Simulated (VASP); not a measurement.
# Cd (P6_3/mmc) in VASP: equation of state

How stiff is Cd in PBE, and what volume does it want? The cell is scaled to several volumes.

All numbers are computed with VASP 6.6.1; they aren't measurements. Logs are shortened: lines on timing, memory, paths and dates and some standing lists are left out, and cuts for length are marked.

### 1 The structure

Symmetry: P6_3/mmc, No. 194, hexagonal system. The conventional cell has a = 2.979 Å, b = 2.979 Å, c = 5.618 Å, α = 90.00°, β = 90.00°, γ = 120.00°. Around Cd (site symmetry -6m2) lie 12 Cd at 2.98 to 3.29 Å.

### 2 Equation of state, PBE, 20.29 Å³/atom (volume scaled by 0.94)

Contents of INCAR:

```
SYSTEM = Cd
PREC = Accurate ; ENCUT = 520
EDIFF = 1E-7 ; ISMEAR = -1
SIGMA = 0.05 ; LREAL = .False.
LASPH = .True. ; NELM = 80
ALGO = Normal ; ISIF = 2
LWAVE = .False. ; LCHARG = .False.
GGA = PE ; NBANDS = 19
```

Contents of KPOINTS:

```
regular mesh
0
Gamma
  10 10 5
  0 0 0
```

Contents of POSCAR:

```
Cd
1.0
    2.9180596717      0.0000000000      0.0000000000
   -1.4590298358      2.5271138055      0.0000000000
    0.0000000000      0.0000000000      5.5029719036
Cd
2
Direct
    0.6666666667      0.3333333333      0.7500000000
    0.3333333333      0.6666666667      0.2500000000
```

Potentials or basis: VASP PAW PBE potentials, release 64 (Cd).

Launch:

```
> cat potpaw_PBE.64/Cd/POTCAR > POTCAR
> mpirun -np 1 vasp_std > vasp.out
```

OUTCAR:

```text
SYSTEM = Cd
   PREC = Accurate
   ENCUT = 520
   EDIFF = 1E-7
   ISMEAR = -1
   LREAL = .False.
   LASPH = .True.
   NELM = 80
   ISIF = 2
   GGA = PE

 ion  position               nearest neighbor table
   1  0.667  0.333  0.750-   2 3.23   2 3.23   2 3.23   2 3.23   2 3.23   2 3.23
   2  0.333  0.667  0.250-   1 3.23   1 3.23   1 3.23   1 3.23   1 3.23   1 3.23

  LATTYP: Found a hexagonal cell.
 ALAT       =     2.9180596717
 C/A-ratio  =     1.8858325472

  Lattice vectors:

 A1 = (   2.9180596717,   0.0000000000,   0.0000000000)
 A2 = (  -1.4590298358,   2.5271138055,   0.0000000000)
 A3 = (   0.0000000000,   0.0000000000,   5.5029719036)

Analysis of symmetry for initial positions (statically):
=====================================================================
 Subroutine PRICEL returns:
 Original cell was already a primitive cell.

 Routine SETGRP: Setting up the symmetry group for a
 hexagonal supercell.

 Subroutine GETGRP returns: Found 24 space group operations
 (whereof 12 operations were pure point group operations)
 out of a pool of 24 trial point group operations.

The static configuration has the point symmetry D_3d.
 The point group associated with its full space group is D_6h.

Analysis of symmetry for dynamics (positions and initial velocities):
=====================================================================
 Subroutine PRICEL returns:
 Original cell was already a primitive cell.

 Routine SETGRP: Setting up the symmetry group for a
 hexagonal supercell.

 Subroutine GETGRP returns: Found 24 space group operations
 (whereof 12 operations were pure point group operations)
 out of a pool of 24 trial point group operations.

The dynamic configuration has the point symmetry D_3d.
 The point group associated with its full space group is D_6h.

 Subroutine INISYM returns: Found 24 space group operations
 (whereof 12 operations are pure point group operations),
 and found     1 'primitive' translations

----------------------------------------------------------------------------------------

                                     Primitive cell

  volume of cell :      40.5804

  direct lattice vectors                    reciprocal lattice vectors
     2.918059672  0.000000000  0.000000000     0.342693472  0.197854168  0.000000000
    -1.459029836  2.527113805  0.000000000     0.000000000  0.395708336  0.000000000
     0.000000000  0.000000000  5.502971904     0.000000000  0.000000000  0.181719990

  length of vectors
     2.918059672  2.918059672  5.502971904     0.395708336  0.395708336  0.181719990
[... 98 lines left out ...]
   EDIFF  = 0.1E-06   stopping-criterion for ELM
   LREAL  =      F    real-space projection
   EDIFFG = 0.1E-05   stopping-criterion for IOM
   NSW    =      0    number of steps for IOM
   IBRION =     -1    ionic relax: 0-MD 1-quasi-New 2-CG
   NFREE  =      0    steps in history (QN), initial steepest desc. (CG)
   ISIF   =      2    stress and relaxation
   ISYM   =      2    0-nonsym 1-usesym 2-fastsym
   POTIM  = 0.5000    time-step for ionic-motion
   TEBEG  =    0.0;   TEEND  =   0.0 temperature during run
   PSTRESS=    0.0 pullay stress
   NELECT =      24.0000    total number of electrons
   NUPDOWN=      -1.0000    fix difference up-down
   EMIN   =  10.00;   EMAX   =-10.00  energy-range for DOS
   EFERMI =   0.00;   METHOD = LEGACY
   ISMEAR =    -1;   SIGMA  =   0.05  broadening in eV -4-tet -1-fermi 0-gaus
   EFERMI_NEDOS =   21; number of points for ismear=-14 and -15
   IALGO  =     38    algorithm
   IMIX   =      4    mixing-type and parameters
     AMIX     =   0.40;   BMIX     =  1.00
     AMIX_MAG =   1.60;   BMIX_MAG =  1.00
  volume/ion in A,a.u.               =      20.29       136.93
  Fermi-wavevector in a.u.,A,eV,Ry     =   1.374168  2.596801 25.692393  1.888338
  Thomas-Fermi vector in A             =   2.499619
   LORBIT       =      0    0 simple, 1 ext, 2 COOP (PROOUT), +10 PAW based schemes
   GGA     = PE    functional components
   LHFCALC =     F    Hartree Fock is set to
   AEXX    =    0.0000 exact exchange contribution
   IVDW    =     0    specifies the selected vdW correction
   LEPSILON=     F    determine dielectric tensor
   LRPA    =     F    only Hartree local field effects (RPA)
 non-spin polarized calculation
  energy-cutoff  :      520.00
  volume of cell :       40.58
 maximum number of plane-waves:      1131
 NGX is ok and might be reduce to    24
   NGX = 11   NGY = 11   NGZ = 21

 number of electron      24.0000016 magnetization

 Free energy of the ion-electron system (eV)
  ---------------------------------------------------
  ext. energy  EPLUGINS =         0.00000000
  ---------------------------------------------------
  free energy    TOTEN  =        -1.39422681 eV

  energy without entropy =       -1.39169523  energy(sigma->0) =       -1.39296102

 E-fermi :   3.2815     XC(G=0): -11.3651

 val. band max:        3.2478006370   @ k =   0.3000   0.0000   0.0000
 cond. band min:       3.3885584271   @ k =   0.4000   0.0000   0.0000
 fundamental gap:      0.1407577901
 Fermi energy:         3.2815075329

 k-point     1 :       0.0000    0.0000    0.0000
  band No.  band energies     occupation
      1      -6.7381      2.00000
      2      -6.4430      2.00000
      3      -5.9924      2.00000
      4      -5.9924      2.00000
      5      -5.9333      2.00000
      6      -5.9333      2.00000
[... 857 lines left out ...]
      6      -5.5837      2.00000
[... 11 lines left out ...]
     18      12.9195      0.00000
     19      16.3716      0.00000

 [... further k-points ...]

------------------------ aborting loop because EDIFF is reached ----------------------------------------

  FORCE on cell =-STRESS in cart. coord.  units (eV):
  Direction    XX          YY          ZZ          XY          YZ          ZX
  --------------------------------------------------------------------------------------
  -------------------------------------------------------------------------------------
  Total        2.3405415      2.3405415      1.3315966      0.0000000      0.0000000      0.0000000
  in kB       92.4082343     92.4082343     52.5735138      0.0000000      0.0000000      0.0000000
  external PRESSURE =      79.1299941 kB  Pullay stress =       0.0000000 kB

 VOLUME and BASIS-vectors are now :
 -----------------------------------------------------------------------------
  energy-cutoff  :      520.00
  volume of cell :       40.58
      direct lattice vectors                 reciprocal lattice vectors
     2.918059672  0.000000000  0.000000000     0.342693472  0.197854168  0.000000000
    -1.459029836  2.527113805  0.000000000     0.000000000  0.395708336  0.000000000
     0.000000000  0.000000000  5.502971904     0.000000000  0.000000000  0.181719990

 POSITION                                       TOTAL-FORCE (eV/Angst)
 -----------------------------------------------------------------------------------
      1.45903      0.84237      4.12723         0.000000     -0.000000      0.000000
     -0.00000      1.68474      1.37574        -0.000000      0.000000      0.000000
 -----------------------------------------------------------------------------------
    total drift:                               -0.000000      0.000000      0.000000

  FREE ENERGIE OF THE ION-ELECTRON SYSTEM (eV)
  ---------------------------------------------------
  free  energy   TOTEN  =        -1.3942268117 eV

  energy  without entropy=       -1.3916952340  energy(sigma->0) =       -1.39296102
```

Run time: 22 s. Hardware: 1 thread of Intel Xeon Platinum 8488C (Sapphire Rapids), shared host; peak memory 0.17 GiB.

Results:

* Free energy: -1.3942 eV
* Pressure: 7.9 GPa
* Band gap on the k mesh: none (metal or under the smearing width)

### 3 Equation of state, PBE, 20.72 Å³/atom (volume scaled by 0.96)

Contents of INCAR:

```
ALGO = Normal
EDIFF = 1E-7
ENCUT = 520
GGA = PE
ISIF = 2
ISMEAR = -1
LASPH = True
LCHARG = False
LREAL = False
LWAVE = False
NBANDS = 19
NELM = 100
PREC = Accurate
SIGMA = 0.05
```

Contents of KPOINTS:

```
k-points
0
Gamma
  10 10 5
```

Contents of POSCAR:

```
Cd
1.0
    2.9386100647      0.0000000000      0.0000000000
   -1.4693050324      2.5449109679      0.0000000000
    0.0000000000      0.0000000000      5.5417265037
Cd
2
Direct
    0.6666666667      0.3333333333      0.7500000000
    0.3333333333      0.6666666667      0.2500000000
```

Potentials or basis: VASP PAW PBE potentials, release 64 (Cd).

Launch:

```
> cat potpaw_PBE.64/Cd/POTCAR > POTCAR
> mpirun -np 1 vasp_std > vasp.out
```

Run time: 17 s. Hardware: 1 thread of Intel Xeon Platinum 8488C (Sapphire Rapids), shared host; peak memory 0.17 GiB.

Results (log left out):

* Free energy: -1.4320 eV
* Pressure: 6.1 GPa
* Band gap on the k mesh: none (metal or under the smearing width)

### 4 Equation of state, PBE, 21.15 Å³/atom (volume scaled by 0.98)

Contents of INCAR:

```
ALGO = Normal ; EDIFF = 1E-7
ENCUT = 520 ; GGA = PE
ISIF = 2 ; ISMEAR = -1
LASPH = True ; LCHARG = False
LREAL = False ; LWAVE = False
NBANDS = 19 ; NELM = 80
PREC = Accurate ; SIGMA = 0.05
```

KPOINTS is that of step 3.

Contents of POSCAR:

```
Cd
1.0
    2.9588769815      0.0000000000      0.0000000000
   -1.4794384907      2.5624626327      0.0000000000
    0.0000000000      0.0000000000      5.5799465150
Cd
2
Direct
    0.6666666667      0.3333333333      0.7500000000
    0.3333333333      0.6666666667      0.2500000000
```

Launch:

```
> cat potpaw_PBE.64/Cd/POTCAR > POTCAR
> mpirun -np 1 vasp_std > vasp.out
```

Run time: 20 s. Hardware: 1 thread of Intel Xeon Platinum 8488C (Sapphire Rapids), shared host; peak memory 0.17 GiB.

The run converged. Its results:

```yaml
Free_energy: -1.4608 eV
Pressure: 4.6 GPa
Band_gap_on_the_k_mesh: none (metal or under the smearing width)
```

### 5 Equation of state, PBE, 22.02 Å³/atom (volume scaled by 1.02)

Contents of INCAR:

```
SYSTEM = Cd
  ALGO = Normal
  EDIFF = 1E-7
  ENCUT = 520
  GGA = PE
  ISIF = 2
  ISMEAR = -1
  LASPH = .True.
  LCHARG = .False.
  LREAL = .False.
  LWAVE = .False.
  NBANDS = 19
  NELM = 80
  PREC = Accurate
  SIGMA = 0.05
```

Contents of KPOINTS:

```
k-points
0
Gamma
  10 10 5
  0 0 0
```

Contents of POSCAR:

```
Cd
1.0
    2.9985981908      0.0000000000      0.0000000000
   -1.4992990954      2.5968622090      0.0000000000
    0.0000000000      0.0000000000      5.6548540644
Cd
2
Direct
    0.6666666667      0.3333333333      0.7500000000
    0.3333333333      0.6666666667      0.2500000000
```

Launch:

```
> cat potpaw_PBE.64/Cd/POTCAR > POTCAR
> mpirun -np 1 vasp_std > vasp.out
```

Wall time 17 s (1 thread of Intel Xeon Platinum 8488C (Sapphire Rapids), shared host); peak memory 0.17 GiB.

The run converged. Its results:

| Quantity | Value |
| --- | --- |
| Free energy | -1.4957 eV |
| Pressure | 2.0 GPa |
| Band gap on the k mesh | none (metal or under the smearing width) |

### 6 Equation of state, PBE, 22.45 Å³/atom (volume scaled by 1.04)

Contents of INCAR:

```
SYSTEM = Cd
  ALGO = Normal
  EDIFF = 1E-7
  ENCUT = 520
  GGA = PE
  ISIF = 2
  ISMEAR = -1
  LASPH = .TRUE.
  LCHARG = .FALSE.
  LREAL = .FALSE.
  LWAVE = .FALSE.
  NBANDS = 19
  NELM = 80
  PREC = Accurate
  SIGMA = 0.05
```

Contents of KPOINTS:

```
k-points
0
G
  10 10 5
  0 0 0
```

Contents of POSCAR:

```
Cd
1.0
    3.0180701533      0.0000000000      0.0000000000
   -1.5090350766      2.6137254232      0.0000000000
    0.0000000000      0.0000000000      5.6915749249
Cd
2
Direct
    0.6666666667      0.3333333333      0.7500000000
    0.3333333333      0.6666666667      0.2500000000
```

Potentials or basis: VASP PAW PBE potentials, release 64 (Cd).

Launch:

```
> cat potpaw_PBE.64/Cd/POTCAR > POTCAR
> mpirun -np 1 vasp_std > vasp.out
```

It took 17 s on 1 thread of Intel Xeon Platinum 8488C (Sapphire Rapids), shared host; peak memory 0.17 GiB.

The run converged. Its results:

- Free energy: -1.5036 eV
- Pressure: 0.9 GPa
- Band gap on the k mesh: none (metal or under the smearing width)

### 7 Equation of state, PBE, 22.88 Å³/atom (volume scaled by 1.06)

Contents of INCAR:

```
PREC     = Accurate       # precision mode
ENCUT    = 520            # plane-wave cutoff, eV
EDIFF    = 1E-7           # SCF threshold, eV
ISMEAR   = -1             # smearing method
SIGMA    = 0.05           # smearing width, eV
LREAL    = False          # projectors in reciprocal space
LASPH    = True           # aspherical terms in the spheres
NELM     = 100            # most SCF steps
ALGO     = Normal         # electronic algorithm
ISIF     = 2              # what is computed and relaxed
LWAVE    = False          # write WAVECAR
LCHARG   = False          # write CHGCAR
GGA      = PE             # functional
NBANDS   = 19             # bands
```

Contents of KPOINTS:

```
regular mesh
0
Gamma
  10 10 5
```

Contents of POSCAR:

```
Cd
1.0
    3.0372940483      0.0000000000      0.0000000000
   -1.5186470242      2.6303738046      0.0000000000
    0.0000000000      0.0000000000      5.7278279719
Cd
2
Direct
    0.6666666667      0.3333333333      0.7500000000
    0.3333333333      0.6666666667      0.2500000000
```

Launch:

```
> cat potpaw_PBE.64/Cd/POTCAR > POTCAR
> mpirun -np 1 vasp_std > vasp.out
```

Wall time 21 s (1 thread of Intel Xeon Platinum 8488C (Sapphire Rapids), shared host); peak memory 0.17 GiB.

It converged, with:

```yaml
Free_energy: -1.5062 eV
Pressure: 0.0 GPa
Band_gap_on_the_k_mesh: none (metal or under the smearing width)
```

### 8 Equation of state, PBE

Potentials or basis: VASP PAW PBE potentials, release 64 (Cd).

No new run: the results of the series are fitted here.

What came out:

```
Equilibrium volume                        : 22.89 Å³/atom (rough: see the caveat)
Bulk modulus at fixed shape and positions : 46 GPa (rough)
```

Energy against volume, from the lowest point:
| volume (Å³/atom) | energy (meV/atom) |
| --- | --- |
| 20.290 | 55.97 |
| 20.722 | 37.09 |
| 21.154 | 22.69 |
| 21.585 | 12.23 |
| 22.017 | 5.24 |
| 22.449 | 1.29 |
| 22.880 | 0.00 |

Caveat: the minimum lies outside the volumes run; the cell was scaled at fixed shape and fractional positions, which overstates the stiffness of a crystal with free parameters, most of all of layers and chains.
